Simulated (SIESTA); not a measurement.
The system is InP.

```
In P
1.0
     0.00000    2.93050    2.93050
     2.93050    0.00000    2.93050
     2.93050    2.93050    0.00000
In P
1 1
Direct
  0.00000 0.00000 0.00000
  0.75000 0.75000 0.75000
```

Base run:

* Program: SIESTA 5.4.2
* Functional: PBE
* Potentials or basis: PseudoDojo 0.4 standard (PBE files)
* Basis: DZ (energy shift 0.01 Ry)
* Grid cutoff: 500 Ry
* Energy shift: 0.01 Ry
* k mesh: 8 × 8 × 8
* Occupations: fermi-dirac, width 0.05 eV
* Spin: no spin polarisation

Its results: band gap on the k mesh 0.89 eV, direct; pressure 4.2 GPa.

Problem. The run is repeated on the same cell with these changes: basis from DZ (energy shift 0.01 Ry) to DZP (energy shift 0.01 Ry). What comes out?

Solution. Band gap on the k mesh 0.91 eV, direct; pressure 3.0 GPa.

Caveats: semicore shells carry a single zeta, which can move pressures by several GPa and volumes by a few percent; spin-orbit coupling is left out, which moves the levels of the heavy elements; the basis of atomic orbitals isn't converged, which shifts pressures, moduli and gaps; the basis has no polarisation orbitals (some runs).
